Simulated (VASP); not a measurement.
Input of a VASP 6.6.1 run:

Contents of INCAR:

```
PREC     = Accurate       # precision mode
ENCUT    = 520            # plane-wave cutoff, eV
EDIFF    = 1E-7           # SCF threshold, eV
ISMEAR   = 0              # smearing method
SIGMA    = 0.05           # smearing width, eV
LREAL    = False          # projectors in reciprocal space
LASPH    = True           # aspherical terms in the spheres
NELM     = 100            # most SCF steps
ALGO     = Fast           # electronic algorithm
ISIF     = 2              # what is computed and relaxed
LWAVE    = False          # write WAVECAR
LCHARG   = False          # write CHGCAR
GGA      = PE             # functional
NBANDS   = 17             # bands
```

File KPOINTS:

```
Automatic mesh
0
Gamma
  10 10 10
```

POSCAR

```
PbS
1.0
    0.0107036500      2.9623018500      2.9254172500
    2.9824638500      0.0057521000      2.9303688000
    2.9615606000      2.9463501500      0.0266553500
Pb S
1 1
Direct
   -0.0061838111      0.0007908938      0.0076441821
    0.5061838111      0.4992091062      0.4923558179
```

Potentials or basis: VASP PAW PBE potentials, release 64 (Pb_d, S).

The run is started by

```sh
$ cat potpaw_PBE.64/Pb_d/POTCAR potpaw_PBE.64/S/POTCAR > POTCAR
$ mpirun -np 1 vasp_std > vasp.out
```

(1) Predict the band gap on the k mesh.

(2) Predict the pressure.

Answers

(1) 0.25 eV, indirect (least direct gap 0.29 eV).

(2) 3.7 GPa.

Caveat: spin-orbit coupling is left out, which as a rule narrows the gap of such compounds by several tenths of an eV.
